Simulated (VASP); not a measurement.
A run of VASP 6.6.1:

The input POSCAR:

```
TiH
1.0
    0.0000000000      2.0614543892      2.0614543892
    2.0614543892      0.0000000000      2.0614543892
    2.0614543892      2.0614543892      0.0000000000
Ti H
1 1
Direct
    0.0000000000      0.0000000000      0.0000000000
    0.5000000000      0.5000000000      0.5000000000
```

INCAR.step1

```
SYSTEM = TiH
PREC = Accurate
ENCUT = 520
ISMEAR = 1
SIGMA = 0.05
LREAL = .False.
LASPH = .True.
NELM = 100
NBANDS = 14
GGA = PE
ALGO = Normal
EDIFF = 1E-4
LWAVE = .True.
LCHARG = .False.
```

Contents of INCAR.step2:

```
SYSTEM = TiH
PREC = Accurate
ENCUT = 520
EDIFF = 1E-7
ISMEAR = 1
SIGMA = 0.05
LREAL = .False.
LASPH = .True.
NELM = 100
ALGO = Normal
ISIF = 2
LWAVE = .False.
LCHARG = .True.
METAGGA = R2SCAN
LMIXTAU = .True.
IVDW = 12
VDW_S6 = 1.0
VDW_S8 = 0.78981345
VDW_A1 = 0.49484001
VDW_A2 = 5.73083694
LELF = .True.
LVHAR = .True.
NBANDS = 14
ISTART = 1
```

Contents of KPOINTS:

```
Automatic mesh
0
Gamma
  9 9 9
  0 0 0
```

Potentials or basis: VASP PAW PBE potentials, release 64 (Ti_sv, H).

Launch:

```console
$ cat potpaw_PBE.64/Ti_sv/POTCAR potpaw_PBE.64/H/POTCAR > POTCAR
$ cp INCAR.step1 INCAR
$ mpirun -np 1 vasp_std > vasp.out
$ cp INCAR.step2 INCAR
$ mpirun -np 1 vasp_std > vasp.out
```

Hardware: 1 thread of Intel(R) Xeon(R) 6975P-C (Granite Rapids), on a shared host.

Q: Estimate the wall time of this run.

A: Run time: 18 s on 1 thread of Intel(R) Xeon(R) 6975P-C (Granite Rapids) (shared host), peak memory 0.16 GiB. Counts: scf iterations 13, k points 35.
